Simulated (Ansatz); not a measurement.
Two Ansatz runs on Sn

The cell is COD entry 1534488, as deposited and not checked against the literature; nothing was relaxed.

First run: DFT, PBEsol, PAW with Ansatz's default frozen-core files, scalar-relativistic (Ansatz 0.2.0).

Command: `ansatz run input.yaml --threads 1 --pin off --max-ram 2048MiB --backend cpu --events-out ev --progress --plain --runs-dir out` The run took 23 s on 1 thread of Arm Neoverse V1, on a shared host, peak memory 0.5 GiB.

```yaml
crystal:
  lattice:
    - [-2.91585, 2.91585, 1.59065]
    - [2.91585, -2.91585, 1.59065]
    - [2.91585, 2.91585, -1.59065]
  atoms:
    - { symbol: Sn, position: [0.0, 0.0, 0.0] }
    - { symbol: Sn, position: [0.75, 0.25, 0.5] }
kpoints:
  mp_grid: { grid: [15, 15, 15] }
  band_path:
    path:
      - [0.0, 0.0, 0.0]
      - [0.0, 0.0, 0.5]
      - [-0.5, 0.5, 0.5]
      - [0.0, 0.0, 0.0]
      - [0.3243975974, 0.3243975974, -0.3243975974]
      - [-0.3243975974, 0.6756024026, 0.3243975974]
      - [-0.5, 0.5, 0.5]
      - [0.0, 0.0, 0.5]
      - [0.25, 0.25, 0.25]
    npoints: 5
scf:
  occupations: { method: fermi_dirac, width: 0.05 }
hamiltonian:
  xc: pbesol
  pseudopotentials: { kind: paw }
output:
  forces: true
  stress: true
  eigenvalues: true
  efg: { contact_densities: true }
```

Result: converged; pressure -0.32 GPa; no gap on the k mesh; 7 SCF iterations.

Spin–orbit coupling is left out, though it moves levels of the heavy atoms by tenths of an eV or more.

The input is then changed:

```diff
@@ -22,5 +22,6 @@
     npoints: 5
 scf:
-  occupations: { method: fermi_dirac, width: 0.05 }
+  occupations: { method: tetrahedron_uncorrected }
+  algorithm: density_mixing
 hamiltonian:
   xc: pbesol
@@ -31,3 +32,9 @@
   eigenvalues: true
   efg: { contact_densities: true }
+  write_density: true
+  write_potential: true
+  elf: true
+  volumetric_format: npy
+basis:
+  ecutrho_ratio: 4
```

(1) Predict the outcome of the changed run.

Results:

(1) It converged; energy at zero smearing +28.6 meV/atom from the first run; pressure -0.20 GPa; no gap on the k mesh; 7 SCF iterations.
